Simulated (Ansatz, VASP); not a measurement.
# Cross-check of LaAl2 between VASP and Ansatz, part 2 of 2

One calculation is typed for both programs; each brings its own data sets. How far apart do they land? The cell is taken from a series of runs on this material, whose earlier steps may have relaxed, scaled, displaced or heated it; both programs get it as it stands.

VASP 6.6.1 and Ansatz 0.2.0.

So far: Starting point; VASP: relaxation of cell and atoms, r2SCAN.

**3. Ansatz: relaxation of cell and atoms, r2SCAN**

Level of this step: Ansatz beside VASP: Kohn-Sham DFT, plane waves, r2SCAN (Ansatz).

Ansatz runs on its default PAW (the set named soft_2) files.

The same cell, functional, mesh and smearing now go to Ansatz, which takes its cutoff from its data sets.

Input file input.yaml:

```yaml
crystal:
  lattice:
    - [0.0, 4.0644642176, 4.0644642176]
    - [4.0644642176, 0.0, 4.0644642176]
    - [4.0644642176, 4.0644642176, 0.0]
  atoms:
    - { symbol: La, position: [0.0, 0.0, 0.0] }
    - { symbol: La, position: [0.25, 0.25, 0.25] }
    - { symbol: Al, position: [0.625, 0.625, 0.625] }
    - { symbol: Al, position: [0.125, 0.625, 0.625] }
    - { symbol: Al, position: [0.625, 0.125, 0.625] }
    - { symbol: Al, position: [0.625, 0.625, 0.125] }
kpoints:
  mp_grid: { grid: [6, 6, 6] }
hamiltonian:
  xc: r2scan
scf:
  occupations: { method: gaussian, width: 0.1 }
output:
  forces: true
  stress: true
  eigenvalues: true
relax:
  adjacent_minimum: "off"
  f_tol: 0.005
  max_steps: 60
  cell: { stress_tol: 0.03 }
```

Started as:

```
$ ansatz run input.yaml --threads 4 --pin off --max-ram 16384MiB --backend cpu --events-out ev --progress --plain --runs-dir out
```

Numbers of over 12 decimals in the logs are rounded to 6 here.

The program printed:

```text
Engine: ansatz 0.2.0, aarch64-unknown-linux-gnu
Pseudopotentials: kind: paw
Pseudopotential: La, paw, valence charge 11, recommended cutoff 500 eV (meta_gga), La.paw.azcp
Pseudopotential: Al, paw, valence charge 3, recommended cutoff 500 eV (meta_gga), Al.paw.azcp
Functional definition: r2SCAN
  parameter k0 = 0.174
  parameter k1 = 0.065
  parameter a1 = 4.9479
  exchange = r2scan_x(k0 = k0, k1 = k1, a1 = a1)
  correlation = r2scan_c
Crystal: 6 atoms, lattice volume = 134.289 Å³
Basis set: ecut = 500 eV, 3479 PW (Γ), exchange–correlation on 180×180×180 points (64 copies of the dense FFT grid, shifted against one another)
Bands: 23, of which v1, the nominal top of the filled ones, is band 17 counted from 1 (16 counted from 0)
Symmetry: 48 space group operations
Space group: Fd-3m (ITA 227), of the structure as read, at distance tolerance 5.1e-5 Å
k-points: 16 of 216
Non-local potential: La, projectors of the file, l = 0: 3, l = 1: 2, l = 2: 2, l = 3: 3
Non-local potential: Al, projectors of the file, l = 0: 2, l = 1: 2, l = 2: 1
PAW form: soft (Blöchl's): semilocal exchange-correlation on the pseudo side does not see the compensation charge
PAW frozen core: La, regenerated for the run's functional (the file was generated under x = pbe(κ = 0.804, μ = 0.219515), c = pbe(β = 0.066725))
PAW frozen core: Al, regenerated for the run's functional (the file was generated under x = pbe(κ = 0.804, μ = 0.219515), c = pbe(β = 0.066725))
PAW one-centre angular grid: La, 974 points (default); XC on 160 Gauss nodes
PAW one-centre angular grid: Al, 302 points (default); XC on 160 Gauss nodes
Initial density: superposition of atomic densities (neutral atoms: chi_scale 0, normalization atom), corrected by the library's trained network
Initial wavefunctions: pseudopotential atomic-orbital guess
Functional: x = r2scan, c = r2scan; τ floored in thin density (d = 2e-4 eV/Å³)
SCF iter   1: F=—  HF=-14694.116373 eV  |F-HF|=—  |Δ(HF+E_count)|=         —  Δρ=6.83e-3  dr2=9.52e-2  dr2_τ=2.22e-2  ethr=1.77e-3  ⟨swp⟩=7.4  Hψ=2226  notcnv=0
preconditioner: auto → Kerker (q_TF=auto, 2.170 Å⁻¹)  [metal: Δε(μ)=0.053 eV  Ē_g=10.222 eV  σ=0.100 eV  W_gap=0.28  n_scr=14 (ndim 8)  ℏωp=17.6 eV  f_vac=0.000  D(μ)=4.82/eV (n_scr^D=26)]
SCF iter   2: F=—  HF=-14694.262997 eV  |F-HF|=—  |Δ(HF+E_count)|=   1.47e-1  Δρ=3.68e-3  dr2=3.77e-2  dr2_τ=7.63e-4  ethr=2.80e-4  ⟨swp⟩=3.1  Hψ=899  notcnv=0  defer=19
SCF iter   3: F=—  HF=-14694.254214 eV  |F-HF|=—  |Δ(HF+E_count)|=   8.78e-3  Δρ=4.71e-4  dr2=3.30e-4  dr2_τ=1.28e-4  ethr=1.11e-4  ⟨swp⟩=4.0  Hψ=774  notcnv=0  defer=19
SCF iter   4: F=—  HF=-14694.254437 eV  |F-HF|=—  |Δ(HF+E_count)|=   2.23e-4  Δρ=2.51e-4  dr2=1.10e-4  dr2_τ=1.37e-6  ethr=9.70e-7  ⟨swp⟩=2.0  Hψ=696  notcnv=0  defer=19
SCF iter   5: F=—  HF=-14694.254439 eV  |F-HF|=—  |Δ(HF+E_count)|=   2.36e-6  Δρ=6.00e-5  dr2=5.63e-6  dr2_τ=5.92e-8  ethr=3.25e-7  ⟨swp⟩=2.2  Hψ=613  notcnv=0  defer=19
SCF iter   6: F=—  HF=-14694.254476 eV  |F-HF|=—  |Δ(HF+E_count)|=   3.70e-5  Δρ=7.84e-6  dr2=1.51e-7  dr2_τ=2.41e-9  ethr=1.66e-8  ⟨swp⟩=2.0  Hψ=621  notcnv=0  defer=19
SCF iter   7: F=-14694.254476 eV  HF=-14694.254476 eV  |F-HF|=1.16e-9  |Δ(HF+E_count)|=   2.94e-8  Δρ=1.48e-6  dr2=3.93e-9  dr2_τ=4.05e-11  ethr=2.94e-10  ⟨swp⟩=11.8  Hψ=2057  notcnv=0
SCF 1 converged in 7 iterations: F = -14694.254476 eV  dr2 = 3.93e-9
  greatest PAW one-centre occupation: 0.966 electrons in one spin orbital (limit 2), on the La atom at site 1 (counted from 0), in its partial waves of l = 0
relax step   1: F+E_penalty+E_count = -14694.25447594 eV  Δ(F+E_penalty+E_count) = +0.000e0 eV  max|allowed force component| = 1.108e-18 eV/Å  Δτ_max = 0.0000 Å  P = +0.085 GPa  Ω = 134.289 Å³  (7 SCF iters, dr2 threshold 1.00e-7 eV, accepted)
[...]
relax step   2: F+E_penalty+E_count = -14694.25446997 eV  Δ(F+E_penalty+E_count) = +5.970e-6 eV  max|allowed force component| = 2.120e-17 eV/Å  Δτ_max = 0.0000 Å  P = -0.045 GPa  Ω = 134.541 Å³  energy of the carried Pulay correction = -3.731e-5 eV  (5 SCF iters, dr2 threshold 1.80e-8 eV, accepted)
[...]
relax step   3: F+E_penalty+E_count = -14694.25449514 eV  Δ(F+E_penalty+E_count) = -2.517e-5 eV  max|allowed force component| = 2.005e-17 eV/Å  Δτ_max = 0.0000 Å  P = -0.000 GPa  Ω = 134.454 Å³  energy of the carried Pulay correction = -2.441e-5 eV  (4 SCF iters, dr2 threshold 5.02e-9 eV, accepted)
[...]
relax step   4: F+E_penalty+E_count = -14694.25451054 eV  Δ(F+E_penalty+E_count) = -1.540e-5 eV  max|allowed force component| = 1.966e-17 eV/Å  Δτ_max = 0.0000 Å  P = -0.000 GPa  Ω = 134.454 Å³  stress off target by 1.80e-4 GPa  SCF on the basis re-selected at this cell (its energy is not comparable with the rows above)  (4 SCF iters)
basis re-selected at this cell: Δ(F+E_penalty+E_count) = -1.540e-5 eV, ΔP = -0.000 GPa vs the last step (what re-selecting the basis moved, of the pressure what is left beyond the Pulay correction that the steps carried, after the strain that the cell walked since its last selection, with what the two solves' SCF thresholds leave and, on support functions, any second-order correction that the steps lacked; it is no m [...]
SCF converged after 4 iterations
Free energy (F): -14694.254511 eV
Harris-Foulkes:  -14694.254511 eV  (|F-HF|=1.09e-11)
Internal energy: -14694.229825 eV  (E = F + TS)
E sigma→0 (E₀):  -14694.242168 eV
Entropy (-TS):   -0.024686 eV (-4.114 meV/atom)
Fermi energy:    9.965635 eV
--- Per-component energies (eV) ---
  E_band       = -60.685024
  E_kinetic    = 476.664865
  E_local      = -744.207916  (includes V_loc(G=0)·N_el)
  E_nonlocal   = 226.071491
  E_hartree    = 271.712875
  E_xc         = -411.265782
  E_vxc        = -444.870294  (∫ρ·V_xc dr)
  E_paw        = -12767.335533  (= ΣΔE_a)
  E_vpaw       = -138.524828  (= ΣTr[D̂ρ^β])
  E_aug_tail   = -0.000002  (compensation charges beyond the density's cutoff)
  E_vtau       = 20.755875  (kinetic-family band-sum trace: ∫τ·v_τ [+ j·A + Jᵃ·Aᵃ] dr)
  E_ewald      = -1745.766415
  E_core_change = -0.103407  (= ΣΔE_core)
  E_smearing   = -0.024686  (= −TS)
  E_closure    = -0.000000  (closes the sum)
  Σ components = -14694.254511   (vs F -14694.254511, Δ=0.00e0)
--- Forces (eV/Å), atoms counted from 1 ---
  atom   1  La    -0.00000000    -0.00000000    -0.00000000
  atom   2  La     0.00000000     0.00000000     0.00000000
  atom   3  Al    -0.00000000     0.00000000     0.00000000
  atom   4  Al    -0.00000000     0.00000000     0.00000000
  atom   5  Al    -0.00000000     0.00000000     0.00000000
  atom   6  Al    -0.00000000    -0.00000000     0.00000000
  max |Σ_I F_I| component: 1.16e-18 eV/Å
--- Stress (GPa, compression-positive) ---
       -0.000180      -0.000000       0.000000
       -0.000000      -0.000180      -0.000000
       -0.000000      -0.000000      -0.000180
  P = ⅓ Tr σ = -0.0002 GPa (-0.002 kbar)
--- Band table (eV; the first three rows and the last of 16) ---
  k-point 0: bands = [... 13 lower, 7.3820, 7.3820, 7.7538, 7.7538, 7.7538, 11.4599, 12.1318, 12.1318, ... 2 higher]
  k-point 1: bands = [... 13 lower, 7.7966, 7.7966, 8.2654, 8.2654, 8.4009, 11.7745, 11.8730, 11.8730, ... 2 higher]
  k-point 2: bands = [... 13 lower, 8.0174, 8.0174, 9.4171, 9.4171, 10.0468, 11.0732, 11.4558, 11.4558, ... 2 higher]
  k-point 15: bands = [... 13 lower, 7.8480, 9.0301, 9.0301, 9.9942, 9.9942, 10.8407, 10.8407, 11.6680, ... 2 higher]
--- Relaxed structure (3 steps of the walk, 3 accepted, 1 SCFs on fresh bases) ---
  F+E_penalty+E_count = -14694.25451054 eV   max|allowed force component| = 1.966e-17 eV/Å   (the final SCF, on the basis selected at the relaxed cell)
  cell:  # Å, volume = 134.4540 Å³
    - [0, 4.066130, 4.066130]
    - [4.066130, 0, 4.066130]
    - [4.066130, 4.066130, 0]
  atoms:
    - { symbol: La, position: [0, 0, 0] }
    - { symbol: La, position: [0.25, 0.25, 0.25] }
    - { symbol: Al, position: [0.625000, 0.625000, 0.625000] }
    - { symbol: Al, position: [0.125000, 0.625000, 0.625000] }
    - { symbol: Al, position: [0.625000, 0.125000, 0.625000] }
    - { symbol: Al, position: [0.625000, 0.625000, 0.125000] }
```

**4. Differences**

Known differences besides the potentials themselves: VASP keeps PBE cores, Ansatz makes them for the functional; the cutoff is 500 eV in Ansatz and 550 eV in VASP; Ansatz adds a Pulay correction to the stress that steers its cell, VASP none. Total energies have different zeros and are not compared.

Both answers:

```csv
quantity,Ansatz,VASP,difference
volume (Å³),134.45,134.12,+0.25 %
"edge a after relaxation, in the typed setting (Å)",5.750,5.746,+0.08 %
```

**5. Ansatz: relaxation of cell and atoms, r2SCAN with rVV10**

The relaxed volume is the usual yardstick between codes: in a stiff, nearly cubic crystal its relative difference is about their pressure difference at one cell divided by the bulk modulus.

The cell is taken from a series of runs on this material, whose earlier steps may have relaxed, scaled, displaced or heated it; both programs get it as it stands.

input.yaml, as its differences from that of step 3:

```diff
@@ -16,2 +16,3 @@
   xc: r2scan
+  dispersion: rvv10
 scf:
```

The program printed:

```text
[...]
Crystal: 6 atoms, lattice volume = 134.289 Å³
Basis set: ecut = 500 eV, 3479 PW (Γ), exchange–correlation on 192×192×192 points (64 copies of the dense FFT grid, shifted against one another)
Bands: 23, of which v1, the nominal top of the filled ones, is band 17 counted from 1 (16 counted from 0)
Symmetry: 48 space group operations
[...]
k-points: 16 of 216
[...]
cell:  # Å, volume = 133.2833 Å³
    - [0, 4.054294, 4.054294]
    - [4.054294, 0, 4.054294]
    - [4.054294, 4.054294, 0]
  atoms:
    - { symbol: La, position: [0, 0, 0] }
    - { symbol: La, position: [0.25, 0.25, 0.25] }
    - { symbol: Al, position: [0.625000, 0.625000, 0.625000] }
    - { symbol: Al, position: [0.125, 0.625000, 0.625000] }
    - { symbol: Al, position: [0.625000, 0.125, 0.625000] }
    - { symbol: Al, position: [0.625000, 0.625000, 0.125] }
[key lines of the parts left out:]
SCF converged after 5 iterations
Free energy (F): -14688.311824 eV
Fermi energy:    10.053327 eV
P = ⅓ Tr σ = -0.0024 GPa (-0.024 kbar)
```

**6. VASP: relaxation of cell and atoms, r2SCAN with rVV10**

The same cell, functional, mesh and smearing now go to VASP, with its own data sets.

Input file INCAR:

```
SYSTEM = LaAl2
PREC = Accurate
ENCUT = 550
EDIFF = 1E-07
NELM = 200
ISMEAR = 0
SIGMA = 0.1
LREAL = .FALSE.
ALGO = Normal
METAGGA = R2SCAN
LUSE_VDW = .TRUE.
IVDW_NL = 2
BPARAM = 11.95
CPARAM = 0.0093
LASPH = .TRUE.
NBANDS = 23
LORBIT = 11
LWAVE = .FALSE.
LCHARG = .FALSE.
ISIF = 3
IBRION = 2
NSW = 80
EDIFFG = -0.005
GGA_COMPAT = .FALSE.
NELMIN = 4
LMAXMIX = 6
LMIXTAU = .TRUE.
KPAR = 2
```

Input file POSCAR:

```
LaAl2
1.0
    0.0000000000      4.0644640000      4.0644640000
    4.0644640000      0.0000000000      4.0644640000
    4.0644640000      4.0644640000      0.0000000000
La Al
2 4
Direct
    0.0000000000      0.0000000000      0.0000000000
    0.2500000000      0.2500000000      0.2500000000
    0.6250000000      0.6250000000      0.6250000000
    0.1250000000      0.6250000000      0.6250000000
    0.6250000000      0.1250000000      0.6250000000
    0.6250000000      0.6250000000      0.1250000000
```

Input file KPOINTS:

```
Automatic mesh
0
Gamma
6 6 6
0 0 0
```

Potentials, in the order of the species: La and Al (PBE family, release 64).

Started as:

```
$ mpirun -np 2 vasp_std
```

The program printed:

```text
[banner, memory and clock lines left out]
running    2 mpi-ranks, on    1 nodes
[...]
|                                                                             |
|               ----> ADVICE to this user running VASP <----                  |
|                                                                             |
|     You have switched on vdW-DFT.                                           |
|     This routine was written and supplied by Jiri Klimes. We recommend      |
|     that you carefully read and cite the following publications:            |
|       J. Klimes, D.R. Bowler, A. Michelides                                 |
|          J. Phys.: Cond Matt. 22 022201 (2010)                              |
|       J. Klimes, D.R. Bowler, A. Michelides                                 |
|          Phys. Rev. B. 83, 195131 (2011)                                    |
|     and references therein.                                                 |
|                                                                             |

[...]
DAV:   7    -0.890757188590E+02   -0.19613E-04   -0.14933E-05  1177   0.438E-02    0.301E-03
Total rVV10 correction in eV:      0.6259438    43.5310514
Total rVV10 correction in eV:      0.6259438    43.5310514
DAV:   8    -0.890757080805E+02    0.10779E-04   -0.10467E-05  1208   0.303E-02    0.234E-03
Total rVV10 correction in eV:      0.6259457    43.5310500
Total rVV10 correction in eV:      0.6259457    43.5310500
DAV:   9    -0.890757194364E+02   -0.11356E-04   -0.56689E-06  1408   0.268E-02    0.172E-03
Total rVV10 correction in eV:      0.6259511    43.5310513
Total rVV10 correction in eV:      0.6259511    43.5310513
DAV:  10    -0.890757211409E+02   -0.17045E-05   -0.18071E-06  1194   0.126E-02    0.832E-04
Total rVV10 correction in eV:      0.6259514    43.5310514
Total rVV10 correction in eV:      0.6259514    43.5310514
DAV:  11    -0.890757210899E+02    0.51030E-07   -0.71336E-08   634   0.342E-03
Total rVV10 correction in eV:      0.6259515    43.5310513
Total rVV10 correction in eV:      0.6259515    43.5310513
Total rVV10 correction in eV:      0.6259510    43.5310511
Total rVV10 correction in eV:      0.6259510    43.5310511
   3 F= -.89075721E+02 E0= -.89063406E+02  d E =-.180016E-02
[...]
reached required accuracy - stopping structural energy minimisation
```

Parts of OUTCAR (step 6):

```text
  Total        0.0151342      0.0151342      0.0151342     -0.0000000      0.0000000     -0.0000000
  in kB        0.1819980      0.1819980      0.1819980     -0.0000000      0.0000000     -0.0000000
  external PRESSURE =       0.1819980 kB  Pullay stress =       0.0000000 kB

 POSITION                                       TOTAL-FORCE (eV/Angst)
 -----------------------------------------------------------------------------------
      0.00000      0.00000      0.00000        -0.000000     -0.000000     -0.000000
      2.02688      2.02688      2.02688         0.000000      0.000000      0.000000
      5.06720      5.06720      5.06720        -0.000000     -0.000000      0.000000
      5.06720      3.04032      3.04032        -0.000000     -0.000000      0.000000
      3.04032      5.06720      3.04032        -0.000000     -0.000000      0.000000
      3.04032      3.04032      5.06720        -0.000000     -0.000000      0.000000
 -----------------------------------------------------------------------------------
    total drift:                                0.000000     -0.000000      0.000000

  FREE ENERGIE OF THE ION-ELECTRON SYSTEM (eV)
  ---------------------------------------------------
  free  energy   TOTEN  =       -89.0757210899 eV

  energy  without entropy=      -89.0510910048  energy(sigma->0) =      -89.06340605

[... 2 parts as in an earlier step ...]

[... 2 further parts left out ...]
[key lines of the parts left out:]
E-fermi :   8.3221
```

**7. Side by side**

The two programs side by side:

```csv
quantity,Ansatz,VASP,difference
volume (Å³),133.28,133.23,+0.04 %
"edge a after relaxation, in the typed setting (Å)",5.734,5.733,+0.01 %
```

**8. What came out**

| Item | Value |
| --- | --- |
| difference in volume (relaxation of cell and atoms, r2SCAN) | 0.25 % |
| difference in volume (relaxation of cell and atoms, r2SCAN with rVV10) | 0.039 % |

The difference in volume is 0.25 % (relaxation of cell and atoms, r2SCAN), within the 1.2 % picked in this series as the mark of a large difference, as far as the stopping tolerances let one tell. How closely two codes agree says nothing of how well the functional describes the real material.

[Lines on the potential files, build, host, timing and source positions are cut from VASP's logs without a mark.]

[Logs are printed without paths, hosts, clocks, repeated set-up lines and the standing remarks that a program may print on its own settings, such as how far it seeks lower states.]

[Hosts, paths, dates, database ids (printed as entryN), source tags and the programs' standing remarks are cut or masked in the printed files.]
